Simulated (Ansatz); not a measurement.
# NiO2 under changes of volume

One of the cells (10.443 Å³/atom); the others are scaled copies at fixed shape and fractional positions:

```
Ni O
1.0
     2.79878    0.00000    0.00000
    -1.39939    2.42382    0.00000
     0.00000    0.00000    4.61827
Ni O
1 2
Direct
  0.00000 0.00000 0.50000
  0.33333 0.66667 0.29396
  0.66667 0.33333 0.70604
```

The cell comes from a database or a generator and needn't be the stable form of this composition.

```yaml
Program: Ansatz 0.2.0
Functional: r2SCAN
Potentials_or_basis: Ansatz PAW
Cutoff: "500 eV (not typed: the program's choice for these potentials)"
k_mesh: 11 × 11 × 6
Occupations: fermi-dirac, width 0.05 eV
Spin: collinear spin, ferromagnetic start
Starting_moments: "[1.0, 0.0, 0.0] μB"
```

| volume (Å³/atom) | energy over the lowest point (meV/atom) | pressure (GPa) | gap on the mesh (eV) | largest force (eV/Å) |
| --- | --- | --- | --- | --- |
| 9.816 | ? | ? | ? | ? |
| 10.025 | 0.93 | 3.0 | 1.44 | 0.143 |
| 10.234 | 0.00 | -1.5 | 1.41 | 0.155 |
| 10.443 | 4.53 | -5.4 | 1.39 | 0.428 |
| 10.652 | 13.97 | -9.0 | 1.36 | 0.680 |
| 10.861 | 27.77 | -12.1 | 1.34 | 0.912 |
| 11.070 | 45.45 | -14.9 | 1.31 | 1.125 |

Task: What does the run at 9.816 Å³/atom give?

Result: Energy over the lowest point 8.02 meV/atom; pressure 8.0 GPa; gap on the mesh 1.47 eV; largest force 0.466 eV/Å.

Worked out: A Birch-Murnaghan fit of order 3 (a polynomial in V^(-2/3)) to the other rows has its minimum at 10.16 Å³/atom with B0 = V·E''(V) = 212 GPa and B' = 4.6 at fixed shape and positions, which overstates the stiffness. It gives 8.02 meV/atom at 9.816 Å³/atom, against the run's 8.02, and -dE/dV = 8.0 GPa, against 8.0. A straight line through the other rows of the gap, of slope -1.28 eV per unit of ln V, extrapolates to 1.47 eV, against the run's 1.47.

Energies are extrapolated to zero smearing.

Caveats: the magnetic or orbital state may not be the lowest; odd divisions of the mesh miss points on the zone boundary, where band edges often lie, so the gap on the mesh can be too wide; the PAW data sets come from PBE, with cores solved anew for the run's functional, which leaves a small shift of forces and pressure; the starting moments weren't kept; forces of over 1 eV/Å show positions far from the minimum, so gaps and moduli don't describe the material at rest (some runs).

A mesh can miss the band edges.
